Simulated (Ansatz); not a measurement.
A plane-wave DFT run in Ansatz 0.2.0 (scalar-relativistic PAW potentials unless the input names others): input and command.

```yaml
crystal:
  lattice:
    - [0.0, -1.8048137555, -1.8048137555]
    - [0.0, 1.8048137555, -1.8048137555]
    - [3.6096275109, 0.0, 0.0]
  atoms:
    - { symbol: B, position: [0.5, 0.5, 0.5] }
    - { symbol: B, position: [0.0, 0.0, 0.0] }
    - { symbol: "N", position: [0.0, 0.5, 0.25] }
    - { symbol: "N", position: [0.5, 0.0, 0.75] }
basis:
  ecutwfc: 500
kpoints:
  mp_grid: { grid: [8, 8, 6] }
hamiltonian:
  xc: r2scan
  hubbard: { sites: [{ species: B, l: f, u_eff: 30.0 }] }
scf:
  occupations: { method: gaussian, width: 0.05 }
  max_iter: 60
output:
  forces: true
  eigenvalues: true
  stress: true
```

```bash
ansatz run input.yaml --threads 1 --pin off --max-ram 2560MiB --backend cpu --events-out ev --progress --plain --runs-dir out
```

Question: Will this input run?

Answer: The program refuses it, because of a U on a shell that isn't there (hamiltonian.hubbard: not typed → {"sites": [{"species": "B", "l": "f", "u_eff": 30.0}]}). Without that key it is accepted.

Abridged log:
```
Error: inconsistent input (hamiltonian.hubbard.sites[].l, hamiltonian.hubbard.sites[].shell): the file of B doesn't list 4f, and it can't be added: PBE doesn't bind the shell 4f of the free atom, whose level lies at +1.10 eV. Type an atom or ion with it (hamiltonian.pseudopotentials.projection_atoms), take another file or name another shell
```